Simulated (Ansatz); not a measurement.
The system is Si.

```
Si
1.0
    -1.62691    1.62691    1.32033
     1.62691   -1.62691    1.32033
     1.62691    1.62691   -1.32033
Si
1
Direct
  0.00000 0.00000 0.00000
```

This isn't the form of Si at room conditions, which is diamond.

```yaml
Program: Ansatz 0.2.0
Task: relaxation of cell and atoms
Functional: PBEsol
Dispersion: D4
Potentials_or_basis: Ansatz PAW
Cutoff: "420 eV (not typed: the program's choice for these potentials)"
k_mesh: 13 × 13 × 13
Occupations: fermi-dirac, width 0.05 eV
Spin: no spin polarisation
```

At the start: volume 13.98 Å³/atom.

**Question.** Where does the relaxation end?

**Answer.** It ends after 6 steps and the volume is 13.76 Å³/atom (-1.5 %); space group I4/mmm (No. 139, to 0.05 Å).

The path:
```
step  energy change (eV)  largest force (eV/Å)  volume (Å³)
   1              0.0000                0.0000        13.98
   2             -0.0030                0.0000        13.82
   3             -0.0067                0.0000        13.78
   4             -0.0079                0.0000        13.77
   5             -0.0079                0.0000        13.76
   6             -0.0078                0.0000        13.76
```

Final structure:
```
Si
1.0
    -1.64068    1.64068    1.27815
     1.64068   -1.64068    1.27815
     1.64068    1.64068   -1.27815
Si
1
Cartesian
  0.0000 0.0000 0.0000
```

Caveat: the plane-wave basis is chosen anew once the cell has moved, so the energies of steps on either side of that aren't comparable; pairwise dispersion overbinds metals, which lowers pressure and volume; the PAW data sets come from PBE, with cores solved anew for the run's functional, which leaves a small shift of forces and pressure.
